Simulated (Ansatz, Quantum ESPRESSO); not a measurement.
# honeycomb InAs, 2 layers, AA stacking in an electric field, part 4 of 6

How does honeycomb InAs, 2 layers, AA stacking respond to a gate-like field without added charge?

Quantum ESPRESSO 7.5; plane-wave DFT, LDA, GBRV ultrasoft pseudopotentials; geometry and cross-check by Ansatz 0.2.0 with PAW datasets.

So far. Step 5 (Bands along a path: no field): Along this path the valence top lies at K and the conduction bottom at Γ. Step 6 (Ground state: field 0.1 V/Å): The dipole goes from 0.1276 to 0.1928 e Å, 0.6527 e Å per V/Å.

### 7. Potential by pp.x

f1.pot.in

```
&inputpp
  prefix = 'f1'
  outdir = './out'
  filplot = 'f1.pot.dat'
  plot_num = 11
/
```

The run is started by

```console
$ OMP_NUM_THREADS=1 mpirun -n 4 pp.x -in f1.pot.in > f1.pot.out
```

It took 1.2 s on 4 MPI ranks of Arm Neoverse V1, shared host; peak memory 0.12 GiB; 4.3 s of CPU time.

This step gave:

| Item | Value |
| --- | --- |
| slope of the potential above | 0.1001 eV/Å |
| upper vacuum line continued to the top atoms, over the valence top | 4.061 eV |
| slope of the potential below | 0.09994 eV/Å |
| lower vacuum line continued to the bottom atoms, over the valence top | 5.708 eV |

The slope in the vacuum is 0.100 eV/Å for an applied 0.10 V/Å, as it should be.

### 8. Ground state: field 0.2 V/Å

f2.in

```
&control
  prefix = 'f2'
  outdir = './out'
  pseudo_dir = './pseudo'
  calculation = 'scf'
  tprnfor = .true.
  tefield = .true.
  dipfield = .true.
/
&system
  ibrav = 0
  nat = 4
  ntyp = 2
  ecutwfc = 40
  ecutrho = 200
  occupations = 'smearing'
  smearing = 'fd'
  degauss = 0.004
  edir = 3
  emaxpos = 0.97
  eopreg = 0.04
  eamp = 0.00388938
/
&electrons
  conv_thr = 1e-09
  mixing_beta = 0.4
  electron_maxstep = 120
  mixing_mode = 'plain'
  startingpot = 'file'
/
ATOMIC_SPECIES
  As  74.9216  as_lda_v1.uspp.F.UPF
  In  114.8180  in_lda_v1.4.uspp.F.UPF
CELL_PARAMETERS angstrom
  4.32491315612067 -0.00000000000000 -0.00000000000000
  -2.16245657806033 3.74548466236203 0.00000000000000
  -0.00000000000000 -0.00000000000000 21.62000000000000
ATOMIC_POSITIONS crystal
  As  0.666666666667 0.333333333333 0.382647495631
  In  0.333333333333 0.666666666667 0.415073543986
  As  0.666666666667 0.333333333333 0.584825317193
  In  0.333333333333 0.666666666667 0.617453643190
K_POINTS automatic
  6 6 1 0 0 0
```

The run is started by

```console
$ cp -r out/f0.save out/f2.save
$ OMP_NUM_THREADS=1 mpirun -n 4 pw.x -nk 2 -in f2.in > f2.out
```

What it wrote:

```text
[banner, memory and clock lines left out]
Program PWSCF v.7.5 starts
[...]
number of electrons       =        36.00
     number of Kohn-Sham states=           22
     kinetic-energy cutoff     =      40.0000  Ry
     charge density cutoff     =     200.0000  Ry
[...]
number of k points=    20  Fermi-Dirac smearing, width (Ry)=  0.0040
[...]
Dense  grid:   112995 G-vectors     FFT dimensions: (  40,  40, 192)
[...]
The initial density is read from file :
[...]
negative rho (up, down):  2.963E-04 0.000E+00
[...]
Starting wfcs are   26 randomized atomic wfcs
[...]
negative rho (up, down):  2.958E-04 0.000E+00
[...]
estimated scf accuracy    <       0.03273307 Ry
[...]
negative rho (up, down):  2.921E-04 0.000E+00
[...]
estimated scf accuracy    <       0.33200367 Ry
[...]
negative rho (up, down):  2.935E-04 0.000E+00
[...]
estimated scf accuracy    <       0.00387503 Ry
[...]
negative rho (up, down):  2.946E-04 0.000E+00
[...]
estimated scf accuracy    <       0.00217163 Ry
[...]
negative rho (up, down):  2.953E-04 0.000E+00
[...]
estimated scf accuracy    <       0.00111543 Ry
[...]
negative rho (up, down):  2.961E-04 0.000E+00
[...]
estimated scf accuracy    <       0.00034578 Ry
[...]
negative rho (up, down):  2.966E-04 0.000E+00
[...]
estimated scf accuracy    <       0.00001778 Ry
[...]
negative rho (up, down):  2.970E-04 0.000E+00
[...]
estimated scf accuracy    <       0.00000833 Ry
[...]
negative rho (up, down):  2.971E-04 0.000E+00
[...]
estimated scf accuracy    <       0.00000008 Ry
[...]
negative rho (up, down):  2.971E-04 0.000E+00
[...]
estimated scf accuracy    <       0.00000004 Ry
[...]
negative rho (up, down):  2.971E-04 0.000E+00
[...]
estimated scf accuracy    <          1.9E-09 Ry
[...]
negative rho (up, down):  2.971E-04 0.000E+00
[...]
estimated scf accuracy    <          6.0E-09 Ry
[...]
negative rho (up, down):  2.971E-04 0.000E+00
[...]
Computed dipole along edir(3) :
        Dipole                0.4866 Ry au,          1.2369 Debye
        Dipole field          0.0026 Ry au,
        E field amplitude [Ha a.u.]:  3.8894E-03
        Potential amp.        0.1021 Ry
        Total length         39.2216 bohr
[...]
the Fermi energy is    -1.2534 ev
!    total energy              =    -345.73936872 Ry
     estimated scf accuracy    <          2.6E-11 Ry
     smearing contrib. (-TS)   =      -0.00029593 Ry
     internal energy E=F+TS    =    -345.73907279 Ry
[...]
one-electron contribution =    -923.15478560 Ry
     hartree contribution      =     475.25331998 Ry
     xc contribution           =    -136.35474229 Ry
     ewald contribution        =     238.51966133 Ry
     electric field correction =      -0.00252623 Ry
     convergence has been achieved in  13 iterations
     negative rho (up, down):  2.971E-04 0.000E+00
[...]
Total force =     0.016197     Total SCF correction =     0.000032
[...]
```

The job ended after 45 s (4 MPI ranks; peak memory 0.68 GiB).

Read from the output:

* free energy: -4704.0238 eV
* energy at zero smearing: -4704.0217 eV
* Fermi energy: -1.253 eV
* dipole along the normal: 0.2575 e·Å
* valence top, on the run's zero: -1.376 eV
* conduction bottom, on the run's zero: -1.184 eV
* gap by band count: 0.1921 eV

The dipole goes from 0.1276 to 0.2575 e Å, 0.6498 e Å per V/Å.

### 9. Potential by pp.x

f2.pot.in

```
&inputpp
  prefix = 'f2'
  outdir = './out'
  filplot = 'f2.pot.dat'
  plot_num = 11
/
```

The run is started by

```console
$ OMP_NUM_THREADS=1 mpirun -n 4 pp.x -in f2.pot.in > f2.pot.out
```

Run time: 1.1 s. Hardware: 4 MPI ranks; peak memory 0.12 GiB.

This step gave:

- slope of the potential above: 0.2001 eV/Å
- upper vacuum line continued to the top atoms, over the valence top: 3.970 eV
- slope of the potential below: 0.1999 eV/Å
- lower vacuum line continued to the bottom atoms, over the valence top: 5.831 eV

The slope in the vacuum is 0.200 eV/Å for an applied 0.20 V/Å, as it should be.

### 10. Band structure: field 0.2 V/Å

f2.bands.in

```
&control
  prefix = 'f2.bands'
  outdir = './out'
  pseudo_dir = './pseudo'
  calculation = 'bands'
  tefield = .true.
  dipfield = .true.
/
&system
  ibrav = 0
  nat = 4
  ntyp = 2
  ecutwfc = 40
  ecutrho = 200
  occupations = 'smearing'
  smearing = 'fd'
  degauss = 0.004
  edir = 3
  emaxpos = 0.97
  eopreg = 0.04
  eamp = 0.00388938
  nbnd = 24
/
&electrons
  conv_thr = 1e-07
  mixing_beta = 0.4
  electron_maxstep = 120
  mixing_mode = 'local-TF'
/
ATOMIC_SPECIES
  As  74.9216  as_lda_v1.uspp.F.UPF
  In  114.8180  in_lda_v1.4.uspp.F.UPF
CELL_PARAMETERS angstrom
  4.32491315612067 -0.00000000000000 -0.00000000000000
  -2.16245657806033 3.74548466236203 0.00000000000000
  -0.00000000000000 -0.00000000000000 21.62000000000000
ATOMIC_POSITIONS crystal
  As  0.666666666667 0.333333333333 0.382647495631
  In  0.333333333333 0.666666666667 0.415073543986
  As  0.666666666667 0.333333333333 0.584825317193
  In  0.333333333333 0.666666666667 0.617453643190
K_POINTS crystal_b
4
  0.0000000000 0.0000000000 0.0000000000 14
  0.5000000000 0.0000000000 0.0000000000 14
  0.3333333333 0.3333333333 0.0000000000 14
  0.0000000000 0.0000000000 0.0000000000 1
```

The run is started by

```console
$ cp -r out/f2.save out/f2.bands.save
$ cp out/f2.xml out/f2.bands.xml
$ OMP_NUM_THREADS=1 mpirun -n 4 pw.x -nk 4 -in f2.bands.in > f2.bands.out
```

What it wrote:

```text
[banner, memory and clock lines left out]
Program PWSCF v.7.5 starts
[citation notice left out]

[...]
bravais-lattice index     =            0
     lattice parameter (alat)  =       8.1729  a.u.
     unit-cell volume          =    2363.4026 (a.u.)^3
     number of atoms/cell      =            4
     number of atomic types    =            2
     number of electrons       =        36.00
     number of Kohn-Sham states=           24
     kinetic-energy cutoff     =      40.0000  Ry
     charge density cutoff     =     200.0000  Ry
     Exchange-correlation=  SLA  PZ   NOGX NOGC
                           (   1   1   0   0   0   0   0)

[...]
PseudoPot. # 1 for As read from file:
     ./pseudo/as_lda_v1.uspp.F.UPF
     Pseudo is Ultrasoft + core correction, Zval =  5.0
     Generated by new atomic code, or converted to UPF format
     Using radial grid of  875 points,  6 beta functions with:
                l(1) =   0
                l(2) =   0
                l(3) =   1
                l(4) =   1
                l(5) =   2
                l(6) =   2
     Q(r) pseudized with  8 coefficients,  rinner =    1.300   1.300   1.300
                                                       1.300   1.300

     PseudoPot. # 2 for In read from file:
     ./pseudo/in_lda_v1.4.uspp.F.UPF
     Pseudo is Ultrasoft + core correction, Zval = 13.0
     Generated by new atomic code, or converted to UPF format
     Using radial grid of  889 points,  6 beta functions with:
                l(1) =   0
                l(2) =   0
                l(3) =   1
                l(4) =   1
                l(5) =   2
                l(6) =   2
     Q(r) pseudized with  6 coefficients,  rinner =    1.400   1.400   1.400
                                                       1.400   1.400

     atomic species   valence    mass     pseudopotential
     As                5.00    74.92160     As( 1.00)
     In               13.00   114.81800     In( 1.00)

     No symmetry found

[...]
number of k points=    43  Fermi-Dirac smearing, width (Ry)=  0.0040
[...]
Dense  grid:   112995 G-vectors     FFT dimensions: (  40,  40, 192)

     Smooth grid:    80997 G-vectors     FFT dimensions: (  36,  36, 180)

     The potential is recalculated from file :
     ./out/f2.bands.save/charge-density

     negative rho (up, down):  2.971E-04 0.000E+00

     Adding external electric field

     Computed dipole along edir(3) :
        Dipole                0.4866 Ry au,          1.2369 Debye
        Dipole field          0.0026 Ry au,

        E field amplitude [Ha a.u.]:  3.8894E-03
        Potential amp.        0.1021 Ry
        Total length         39.2216 bohr

     Starting wfcs are   26 randomized atomic wfcs

     Band Structure Calculation
     Davidson diagonalization with overlap

     ethr =  2.78E-10,  avg # of iterations = 52.9

     End of band structure calculation

          k = 0.0000 0.0000 0.0000 ( 10121 PWs)   bands (ev):

   -15.9234 -15.8279 -15.8279 -15.7401 -15.7401 -15.5062 -15.4075 -15.4075
   -15.3198 -15.3198 -12.4723 -11.9945  -4.6268  -3.7596  -1.9540  -1.9540
    -1.4884  -1.4884  -1.1842  -0.7698   1.2994   2.5108   2.9506   2.9506

          k = 0.0357 0.0206 0.0000 ( 10113 PWs)   bands (ev):

   -15.9234 -15.8282 -15.8275 -15.7402 -15.7398 -15.5061 -15.4079 -15.4071
   -15.3199 -15.3194 -12.4621 -11.9844  -4.6262  -3.7866  -2.1181  -1.9762
    -1.6946  -1.5105  -1.0105  -0.5616   1.3138   2.5009   2.9185   2.9922

[...]
```

Wall time 55 s (4 MPI ranks); peak memory 0.44 GiB; 3.7 min of CPU time.

Band numbers count within the set of bands kept for display. The electronic bands at the labelled points (eV, zero at the highest filled level of the SCF mesh; v1 is the highest filled band, c1 the lowest empty one):

| point | v4 | v3 | v2 | v1 | c1 | c2 | c3 | c4 |
| --- | --- | --- | --- | --- | --- | --- | --- | --- |
| Γ | -0.58 | -0.58 | -0.11 | -0.11 | 0.19 | 0.61 | 2.68 | 3.89 |
| halfway | -2.05 | -1.30 | -1.05 | -0.83 | 1.54 | 2.03 | 2.65 | 3.17 |
| M | -1.83 | -1.37 | -1.36 | -0.46 | 0.77 | 1.41 | 2.21 | 2.62 |
| halfway | -2.67 | -2.19 | -1.13 | -0.19 | 0.79 | 1.81 | 3.30 | 3.67 |
| K | -3.22 | -2.73 | -0.91 | 0.00 | 0.68 | 1.86 | 3.98 | 5.15 |
| halfway | -1.94 | -1.83 | -1.36 | -0.88 | 1.82 | 2.19 | 3.39 | 3.75 |
| Γ | -0.58 | -0.58 | -0.11 | -0.11 | 0.19 | 0.61 | 2.68 | 3.89 |

Upper empty bands that drop with the field can be states of the vacuum, held by the sawtooth; they depend on the cell's width.

Along this path the valence top lies at K and the conduction bottom at Γ.

### 11. Ground state: field 0.3 V/Å

f3.in, as its differences from the input of step 8:

```diff
@@ -1,3 +1,3 @@
 &control
-  prefix = 'f2'
+  prefix = 'f3'
   outdir = './out'
@@ -21,3 +21,3 @@
   eopreg = 0.04
-  eamp = 0.00388938
+  eamp = 0.00583407
 /
```

The run is started by

```console
$ cp -r out/f0.save out/f3.save
$ OMP_NUM_THREADS=1 mpirun -n 4 pw.x -nk 2 -in f3.in > f3.out
```

What it wrote:

```text
[banner, memory and clock lines left out]
Program PWSCF v.7.5 starts
[...]
number of electrons       =        36.00
     number of Kohn-Sham states=           22
     kinetic-energy cutoff     =      40.0000  Ry
     charge density cutoff     =     200.0000  Ry
[...]
number of k points=    20  Fermi-Dirac smearing, width (Ry)=  0.0040
[...]
Dense  grid:   112995 G-vectors     FFT dimensions: (  40,  40, 192)
[...]
The initial density is read from file :
[...]
negative rho (up, down):  2.963E-04 0.000E+00
[...]
Starting wfcs are   26 randomized atomic wfcs
[...]
negative rho (up, down):  2.894E-04 0.000E+00
[...]
estimated scf accuracy    <       0.09186294 Ry
[...]
negative rho (up, down):  2.814E-04 0.000E+00
[...]
estimated scf accuracy    <       3.88066586 Ry
[...]
negative rho (up, down):  2.836E-04 0.000E+00
[...]
estimated scf accuracy    <       0.01757718 Ry
[...]
negative rho (up, down):  2.868E-04 0.000E+00
[...]
estimated scf accuracy    <       0.01010364 Ry
[...]
negative rho (up, down):  2.897E-04 0.000E+00
[...]
estimated scf accuracy    <       0.00656615 Ry
[...]
negative rho (up, down):  2.910E-04 0.000E+00
[...]
estimated scf accuracy    <       0.00383250 Ry
[...]
negative rho (up, down):  2.928E-04 0.000E+00
[...]
estimated scf accuracy    <       0.00281671 Ry
[...]
negative rho (up, down):  2.944E-04 0.000E+00
[...]
estimated scf accuracy    <       0.00118411 Ry
[...]
negative rho (up, down):  2.955E-04 0.000E+00
[...]
estimated scf accuracy    <       0.00030921 Ry
[...]
negative rho (up, down):  2.967E-04 0.000E+00
[...]
estimated scf accuracy    <       0.00006015 Ry
[...]
negative rho (up, down):  2.965E-04 0.000E+00
[...]
estimated scf accuracy    <       0.00000927 Ry
[...]
negative rho (up, down):  2.966E-04 0.000E+00
[...]
estimated scf accuracy    <       0.00000010 Ry
[...]
negative rho (up, down):  2.966E-04 0.000E+00
[...]
estimated scf accuracy    <       0.00000024 Ry
[...]
negative rho (up, down):  2.966E-04 0.000E+00
[...]
estimated scf accuracy    <       0.00000001 Ry
[...]
negative rho (up, down):  2.966E-04 0.000E+00
[...]
estimated scf accuracy    <          2.5E-09 Ry
[...]
negative rho (up, down):  2.966E-04 0.000E+00
[...]
Computed dipole along edir(3) :
        Dipole                0.6081 Ry au,          1.5457 Debye
        Dipole field          0.0032 Ry au,
        E field amplitude [Ha a.u.]:  5.8341E-03
        Potential amp.        0.2040 Ry
        Total length         39.2216 bohr
[...]
the Fermi energy is    -1.2408 ev
!    total energy              =    -345.74149774 Ry
     estimated scf accuracy    <          8.5E-10 Ry
     smearing contrib. (-TS)   =      -0.00024256 Ry
     internal energy E=F+TS    =    -345.74125518 Ry
[...]
one-electron contribution =    -923.12708822 Ry
     hartree contribution      =     475.22680196 Ry
     xc contribution           =    -136.35550092 Ry
     ewald contribution        =     238.51966133 Ry
     electric field correction =      -0.00512933 Ry
     convergence has been achieved in  16 iterations
     negative rho (up, down):  2.966E-04 0.000E+00
[...]
Total force =     0.015196     Total SCF correction =     0.000158
[...]
```

It took 50 s on 4 MPI ranks; peak memory 0.68 GiB.

This step gave:

```
free energy                          : -4704.0527 eV
energy at zero smearing              : -4704.0511 eV
Fermi energy                         : -1.241 eV
dipole along the normal              : 0.3218 e·Å
valence top, on the run's zero       : -1.380 eV
conduction bottom, on the run's zero : -1.152 eV
gap by band count                    : 0.2279 eV
```

The dipole goes from 0.1276 to 0.3218 e Å, 0.6475 e Å per V/Å.

### 12. Electrostatic potential

f3.pot.in

```
&inputpp
  prefix = 'f3'
  outdir = './out'
  filplot = 'f3.pot.dat'
  plot_num = 11
/
```

The run is started by

```console
$ OMP_NUM_THREADS=1 mpirun -n 4 pp.x -in f3.pot.in > f3.pot.out
```

Run time: 1.1 s. Hardware: 4 MPI ranks; peak memory 0.12 GiB; 4.2 s of CPU time.

Read from the output:

```
slope of the potential above                                          : 0.3001 eV/Å
upper vacuum line continued to the top atoms, over the valence top    : 3.883 eV
slope of the potential below                                          : 0.2999 eV/Å
lower vacuum line continued to the bottom atoms, over the valence top : 5.954 eV
```

The slope in the vacuum is 0.300 eV/Å for an applied 0.30 V/Å, as it should be.

Each curve counts from the valence top of its own run.

The potential energy (potential at 0 V/Å) oscillates, so the rows of the table below give means over windows of 1 Å about each position, cut where the curve ends. Its maxima inside the range that stand out by 2 % of the span (Å: eV): 8.2: 15.2, 10.8: 4.39, 12.6: 14.6. Its minima: 7.5: 1.19, 9.0: -9.65, 11.9: 0.502, 13.3: -10.1.

The runs together. Potential energy against z; means over each step:

| z (Å) | potential at 0 V/Å (eV) | potential at 0.1 V/Å (eV) | potential at 0.2 V/Å (eV) | potential at 0.3 V/Å (eV) |
| --- | --- | --- | --- | --- |
| 0 | 5.51 | 4.91 | 4.31 | 3.71 |
| 1 | 5.58 | 4.98 | 4.38 | 3.77 |
| 2 | 5.58 | 5.08 | 4.58 | 4.07 |
| 3 | 5.58 | 5.18 | 4.78 | 4.37 |
| 4 | 5.58 | 5.28 | 4.98 | 4.67 |
| 5 | 5.58 | 5.37 | 5.17 | 4.97 |
| 6 | 5.49 | 5.38 | 5.27 | 5.16 |
| 7 | 4.16 | 4.12 | 4.08 | 4.05 |
| 8 | 8.63 | 8.62 | 8.61 | 8.59 |
| 9 | -5.06 | -5.07 | -5.07 | -5.08 |
| 10 | 1.63 | 1.63 | 1.63 | 1.62 |
| 11 | 4.17 | 4.19 | 4.21 | 4.24 |
| 12 | 4.44 | 4.48 | 4.52 | 4.56 |
| 13 | 1.39 | 1.43 | 1.47 | 1.52 |
| 14 | -2.57 | -2.52 | -2.47 | -2.42 |
| 15 | 3.58 | 3.66 | 3.76 | 3.85 |
| 16 | 4.11 | 4.28 | 4.46 | 4.64 |
| 17 | 4.16 | 4.42 | 4.70 | 4.98 |
| 18 | 4.16 | 4.53 | 4.90 | 5.28 |
| 19 | 4.16 | 4.63 | 5.10 | 5.58 |
| 20 | 4.16 | 4.73 | 5.30 | 5.88 |
| 21 | 4.39 | 4.83 | 5.26 | 5.71 |

(Continued in part 5 of 6.)

[Logs are printed without paths, hosts, clocks, repeated set-up lines and the standing remarks that a program may print on its own settings, such as how far it seeks lower states.]

[Hosts, paths, dates, database ids (printed as entryN), source tags and the programs' standing remarks are cut or masked in the printed files.]

[Maps of the electrostatic potential energy from Ansatz leave out the sawtooth potential of an applied field or a dipole correction, so their vacuum need not be flat; planar profiles and work functions include it.]
